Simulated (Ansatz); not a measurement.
**MgB2: stress in a strained cell**

MgB2 is deformed so: equal xy, yz and zx engineering shear strains of -1 %. What stress and forces result, by LAPW, PAW and all-electron datasets made for the crystal?

Computed with Ansatz 0.2.0 (DFT PBE, scalar-relativistic, unless a step's input says otherwise).

### Step 1. The system as given

Symmetry: P6/mmm, No. 191, hexagonal system. The conventional cell has a = 3.085 Å, b = 3.085 Å, c = 3.523 Å, α = 90.00°, β = 90.00°, γ = 120.00°. Around Mg (site symmetry 6/mmm) lie 12 B at 2.51 Å. Around B (site symmetry -6m2) lie 3 B at 1.78 Å and 6 Mg at 2.51 Å.

Structure file:

```xyz
3
Lattice="3.0850 0.0000 0.0000 -1.5425 2.6717 0.0000 0.0000 0.0000 3.5230" Properties=species:S:1:pos:R:3 pbc="T T T"
Mg    0.0000    0.0000    0.0000
B     0.0000    1.7811    1.7615
B     1.5425    0.8906    1.7615
```

Atoms are numbered in the order of the input: Mg1, B2, B3.

### Step 2. The deformed structure

Space group P6/mmm before, P-1 after.

### Step 3. LAPW, all electrons

input.yaml reads:

```yaml
crystal:
  lattice:
    - [3.0850007055, -0.0154250035, -0.0154250035]
    - [-1.5558587977, 2.6794014835, -0.0056459431]
    - [-0.017615, -0.017615, 3.523]
  atoms:
    - { symbol: Mg, position: [0.0, 0.0, 0.0] }
    - { symbol: B, position: [0.3333333333, 0.6666666667, 0.5] }
    - { symbol: B, position: [0.6666666667, 0.3333333333, 0.5] }
kpoints:
  mp_grid: { grid: [12, 12, 9] }
  band_path:
    path:
      - [0.0, 0.0, 0.0]
      - [0.0, 0.0, 0.5]
      - [-0.5, 0.5, 0.0]
      - [0.0, 0.0, 0.0]
      - [0.0, -0.5, 0.0]
      - [-0.5, 0.0, 0.5]
      - [0.0, 0.0, 0.0]
      - [-0.5, 0.0, 0.0]
      - [0.0, -0.5, 0.5]
    npoints: 5
scf:
  occupations: { method: fermi_dirac, width: 0.05 }
hamiltonian:
  xc: pbe
  pseudopotentials: { kind: all_electron, lapw: { basis_error: 0.0005 } }
output:
  forces: true
  stress: true
  eigenvalues: true
```

Run with:

```
$ ansatz run input.yaml --threads 1 --pin off --max-ram 6144MiB --backend cpu --events-out ev --progress --plain --runs-dir out
```

### Step 4. PAW on the default files

input.yaml reads:

```yaml
crystal:
  lattice:
    - [3.0850007055, -0.0154250035, -0.0154250035]
    - [-1.5558587977, 2.6794014835, -0.0056459431]
    - [-0.017615, -0.017615, 3.523]
  atoms:
    - { symbol: Mg, position: [0.0, 0.0, 0.0] }
    - { symbol: B, position: [0.3333333333, 0.6666666667, 0.5] }
    - { symbol: B, position: [0.6666666667, 0.3333333333, 0.5] }
kpoints:
  mp_grid: { grid: [12, 12, 9] }
scf:
  occupations: { method: fermi_dirac, width: 0.05 }
hamiltonian:
  xc: pbe
  pseudopotentials: { kind: paw }
output:
  forces: true
  stress: true
  eigenvalues: true
  efg: { contact_densities: true }
```

### Step 5. All-electron PAW on datasets made for the crystal

input.yaml, as its differences from that of step 4:

```diff
@@ -15,3 +15,3 @@
   xc: pbe
-  pseudopotentials: { kind: paw }
+  pseudopotentials: { kind: all_electron, datasets: crystal }
 output:
```

(Steps that only read results are left out.)

**Question.** What will these runs give? Wanted: pressure; largest shear or deviatoric stress.

**Answer**, as computed:

```
                                 quantity                                              value
                                 pressure  LAPW -1.04, PAW -1.00, crystal datasets -1.04 GPa
largest shear or deviatoric stress (LAPW)                                           2.00 GPa
```

What this shows: The largest part of the stress beyond the pressure is 2.00 GPa in size, in the xy component; the atoms are carried along and not relaxed. No run of the undeformed cell stands beside it, so the pressure holds what the given cell had before the change. PAW: stress within 0.05 GPa of LAPW. Crystal datasets: stress within 0.01 GPa of LAPW.
